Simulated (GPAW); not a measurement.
# AlN (P6_3mc) in GPAW: single point with LDA

Aim: the single point of AlN with LDA.

Everything below comes from runs of GPAW 26.7.0. Logs are shortened: lines on timing, memory, paths and dates and some standing lists are left out, and cuts for length are marked. The log counts tension as positive stress, the text compression.

**Experimental background.**

“Self-assembly of well-separated AlN nanowires directly on sputtered metallic TiN films”, 2019, arxiv:1910.07391 quotes, for a bulk crystal of AlN at 10 K: band gap 6.034 eV (an exciton energy, a little under the gap).

How close the calculation comes is told below.

## 1. Starting point

The structure is hexagonal, space group P6_3mc (No. 186). Conventional cell: a = 3.113 Å, b = 3.113 Å, c = 4.981 Å, α = 90.00°, β = 90.00°, γ = 120.00°. Al (site symmetry 3m) is surrounded by 4 N at 1.89 Å. N (site symmetry 3m) is surrounded by 4 Al at 1.89 Å.

## 2. Single point, LDA

File run.py:

```python
from ase.dft.bandgap import bandgap
from ase.io import read, write
from ase.units import GPa
from gpaw import GPAW, PW

atoms = read('POSCAR')

calc = GPAW(mode=PW(600),
            xc='LDA',
            kpts={'size': (8, 8, 5), 'gamma': True},
            occupations={'name': 'fermi-dirac', 'width': 0.05},
            nbands=18,
            maxiter=120,
            txt='gpaw.txt')
atoms.calc = calc
energy = atoms.get_potential_energy()
forces = atoms.get_forces()
stress = atoms.get_stress()
calc.write('gs.gpw')
write('result.traj', atoms)
print(f'Energy: {energy:.6f} eV')
print('Forces (eV/A):')
print(forces.round(4))
print('Stress (GPa):', (stress / GPa).round(3))
print('Fermi level:', round(calc.get_fermi_level(), 4), 'eV')
print(f'Gap: {bandgap(calc)[0]:.4f} eV, direct: {bandgap(calc, direct=True)[0]:.4f} eV')
```

File POSCAR:

```
AlN
1.0
    3.1130000000      0.0000000000      0.0000000000
   -1.5565000000      2.6959370820      0.0000000000
    0.0000000000      0.0000000000      4.9810000000
Al N
2 2
Direct
    0.6666666667      0.3333333333      0.5000000000
    0.3333333333      0.6666666667      0.0000000000
    0.6666666667      0.3333333333      0.8800000000
    0.3333333333      0.6666666667      0.3800000000
```

Potentials or basis: the program's PAW data sets (release 1.2.1) made for this functional, pw.

Launch:

```
OMP_NUM_THREADS=1 python run.py
```

gpaw.txt:

```text
__  _  _
 | _ |_)|_||  |
 |__||  | ||/\| - 26.7.0

Input parameters:
  mode=PW(ecut=600.0),
  kpts=MonkhorstPack(size=(8, 8, 5), gamma=True),
  maxiter=120,
  nbands=18,
  occupations=Occupations(name='fermi-dirac', width=0.05),
  xc=XC(name='LDA')

Diagonalizing LCAO Hamiltonian
Converting LCAO to pw mode

           N

           Al
        N

        Al

Atoms  # Å, Bohr magnetons
|   | symbol |         x |        y |        z |    initial magnetic moments |
|---|--------|-----------|----------|----------|-----------------------------|
| 0 |     Al |  1.556500 | 0.898646 | 2.490500 | ( 0.0000,  0.0000,  0.0000) |
| 1 |     Al | -0.000000 | 1.797291 | 0.000000 | ( 0.0000,  0.0000,  0.0000) |
| 2 |      N |  1.556500 | 0.898646 | 4.383280 | ( 0.0000,  0.0000,  0.0000) |
| 3 |      N | -0.000000 | 1.797291 | 1.892780 | ( 0.0000,  0.0000,  0.0000) |

Unit cell  # Å
| periodic |         x |        y |        z |  lengths |     angles |
|----------|-----------|----------|----------|----------|------------|
|      yes |  3.113000 | 0.000000 | 0.000000 | 3.113000 |  90.000000 |
|      yes | -1.556500 | 2.695937 | 0.000000 | 3.113000 |  90.000000 |
|      yes |  0.000000 | 0.000000 | 4.981000 | 4.981000 | 120.000000 |

Number of symmetries: 6
Symmetry operations  # r_c * U_cc + t_c -> r_c
|   | kind |            matrix            |
|---|------|------------------------------|
| 0 |  σ   |  1, 1, 0,  0,-1, 0,  0, 0, 1 |
| 1 |  E   |  1, 0, 0,  0, 1, 0,  0, 0, 1 |
| 2 |  C3  |  0, 1, 0, -1,-1, 0,  0, 0, 1 |
| 3 |  σ   |  0,-1, 0, -1, 0, 0,  0, 0, 1 |
| 4 |  σ   | -1, 0, 0,  1, 1, 0,  0, 0, 1 |
| 5 |  C3  | -1,-1, 0,  1, 0, 0,  0, 0, 1 |

BZ-sampling:
  Number of BZ points: 320
  Number of IBZ points: 40

  Monkhorst-Pack size: [8, 8, 5]
  Monkhorst-Pack shift: [0.0625, 0.0625, 0.0]

K-points  # in reciprocal-cell coordinates
|     |                                coordinates |     weight |
|-----|--------------------------------------------|------------|
|   0 | (  0.00000000,   0.00000000,   0.00000000) | 0.00312500 |
|   1 | (  0.00000000,   0.00000000,   0.20000000) | 0.00625000 |
|   2 | (  0.00000000,   0.00000000,   0.40000000) | 0.00625000 |
|   3 | (  0.12500000,   0.00000000,  -0.40000000) | 0.01875000 |
|   4 | (  0.12500000,   0.00000000,  -0.20000000) | 0.01875000 |
|   5 | (  0.12500000,   0.00000000,   0.00000000) | 0.01875000 |
|   6 | (  0.12500000,   0.00000000,   0.20000000) | 0.01875000 |
|   7 | (  0.12500000,   0.00000000,   0.40000000) | 0.01875000 |
|   8 | (  0.25000000,  -0.12500000,   0.00000000) | 0.01875000 |
|   9 | (  0.25000000,  -0.12500000,   0.20000000) | 0.03750000 |
| ... |                                            |            |
|  39 | (  0.50000000,   0.50000000,   0.40000000) | 0.01875000 |

Plane wave coefficients: 1418
Cutoff: 600.0 eV

Spin-components: 1 (collinear spins)
Bands:           18
Projectors:      20
Spin-degeneracy: 2
Datatype:        complex128

Parallelization:
  kpt:    1
  domain: 1
  band:   1

Density:
  Valence electrons: 16.0
  Components: 1
  Grid points: [18 18 30]
  Charge: 0.0  # |e|

Potential:
  Grid points: [18 18 30]

species:
  Al:
    name:    Aluminium
    Z:       13.0
    valence: 3
    core:    10
    charge:  0.0  # [|e|]
    compensation charges:
      type: gauss
      rc: 0.34  # [Å]
      lmax: 2
    cutoffs:
      filter: 1.91  # [Å]
      core: 2.36  # [Å]
    projectors
    | kind |    occ | energy [eV] | rcut [Å] |
    |------|--------|-------------|----------|
    |   3s |  2.000 |      -7.830 |    1.085 |
    |   3p |  1.000 |      -2.783 |    1.085 |
    |    s |        |      19.382 |    1.085 |
    |    p |        |      24.428 |    1.085 |
    |    d |        |       0.000 |    1.085 |

    Using partial waves for Al as LCAO basis

  N:
    name:    Nitrogen
    Z:       7.0
    valence: 5
    core:    2
    charge:  0.0  # [|e|]
    compensation charges:
      type: gauss
      rc: 0.18  # [Å]
      lmax: 2
    cutoffs:
      filter: 1.11  # [Å]
      core: 0.96  # [Å]
    projectors
    | kind |    occ | energy [eV] | rcut [Å] |
    |------|--------|-------------|----------|
    |   2s |  2.000 |     -18.420 |    0.603 |
    |   2p |  3.000 |      -7.237 |    0.529 |
    |    s |        |       8.791 |    0.603 |
    |    p |        |      19.974 |    0.529 |
    |    d |        |       0.000 |    0.577 |

    Using partial waves for N as LCAO basis

Reference energy: -16098.591502  # eV

eigensolver:
  PPCG
  Converge bands: occupied
  niter=2

density mixing:
  MSR1-Mixer
  Pratt-step length: 0.05
  Maximum mixing coefficient: 0.75
  Old densities: 10
  SVD Regularization: 0.005
  Good broyden scale: 1.0
  Trust region scale: 1.0
  Backstep threshold: 4.0
  History deletion threshold: 6.0
  Fourier metric: weight=20.0, sigma=0.015

occupation numbers:
  Fermi-Dirac:
    width: 0.0500  # eV

poisson solver:
  ecut: 4800.0  # eV

xc functional:
  name: None

convergence criteria:
- Maximum [total energy] change in last 3 cyles: 0.0005 eV / valence electron
- Maximum integral of absolute [dens]ity change: 0.0001 electrons / valence electron
- Maximum integral of absolute [eigenst]ate change: 4e-08 eV^2 / valence electron
maximum number of iterations: 120

SCF iterations
|iter     | |      energy | eigst |  dens |
|---------|-|-------------|-------|-------|
|iter:   1| |  -36.638673 | -0.27 |       |
|iter:   2| |  -35.600108 | -2.05 | -0.55 |
|iter:   3| |  -32.525937 | -0.78 | -0.61 |
|iter:   4| |  -32.503004 | -2.97 | -1.25 |
|iter:   5| |  -32.499253 | -3.56 | -1.57 |
|iter:   6| |  -32.499306c| -5.87 | -2.74 |
|iter:   7| |  -32.499316c| -6.57 | -3.15 |
|iter:   8| |  -32.499316c| -7.90c| -4.31c|

Converged in 8 steps
Energy contributions relative to reference atoms: (reference = -16098.591502)

Energy contributions:
  Kinetic:          32.157302
  Coulomb:         -27.308798
  Zero:             -0.041840
  External:          0.000000
  Xc:              -37.305979
  Entropy:          -0.000000
  Spinorbit:         0.000000
  ----------------------------
  Free energy:     -32.499316
  Extrapolated:    -32.499316

dipole moment: (0.000053, -0.000032, -6.848888)  # |e|*Ang

Fermi level: 6.782
Eigenvalues  # (at kpt = [0.000, 0.000, 0.000])
| band index |      eig [eV] | occ [0-2] |
|------------|---------------|-----------|
|          0 |        -9.184 |     2.000 |
|          1 |        -6.967 |     2.000 |
|          2 |        -0.185 |     2.000 |
|          3 |         5.018 |     2.000 |
|          4 |         5.018 |     2.000 |
|          5 |         5.672 |     2.000 |
[... 8 lines left out ...]
|         14 |        18.817 |     0.000 |
|         15 |        18.817 |     0.000 |
|        ... |               |           |
|         17 |        20.536 |     0.000 |

Gap: 4.245 eV
Transition (v -> c):
  (s=0, k=0, n=7, [0.00, 0.00, 0.00]) -> (s=0, k=0, n=8, [0.00, 0.00, 0.00])
No difference between direct/indirect transitions

Forces  # eV/Ang
|        x |        y |        z |
|----------|----------|----------|
|  0.00000 |  0.00000 | -0.11993 |  # Al   0
| -0.00000 |  0.00000 | -0.11947 |  # Al   1
| -0.00000 | -0.00000 |  0.11918 |  # N    2
|  0.00000 |  0.00000 |  0.11873 |  # N    3

Stress tensor  # eV/Ang^3
|        x |        y |        z |
|----------|----------|----------|
| 0.069887 | 0.000000 | 0.000000 |
| 0.000000 | 0.069887 | 0.000000 |
| 0.000000 | 0.000000 | 0.059478 |

# Writing to gs.gpw (mode='')
```

Run time: 19 s. Hardware: 1 thread of Arm Neoverse V1, shared host; peak memory 0.16 GiB.

Results:

```yaml
Free_energy: -32.4993 eV
Pressure: -10.6 GPa
Largest_force: 0.120 eV/Å
Band_gap_on_the_k_mesh: 4.25 eV, direct
```

Forces on the atoms (eV/Å):
```
Al   0.000  0.000 -0.120
Al   0.000  0.000 -0.119
N    0.000  0.000  0.119
N    0.000  0.000  0.119
```

Caveat: the cutoff is short for stress and forces, so pressures can be off by a GPa or more.

## 3. Comparison with measurements

Step 2. Against the measured gap of AlN, 6.034 eV (an exciton energy, a little under the gap; 10 K; quoted in “Self-assembly of well-separated AlN nanowires directly on sputtered metallic TiN films”, 2019, arxiv:1910.07391), the calculated 4.25 eV is off by -1.79 eV. 2 values of this kind are on record (6.034 to 6.0343 eV); this one was drawn at random. The value is that of LDA, without temperature or zero-point motion. Semilocal functionals fall short of measured gaps as a rule.
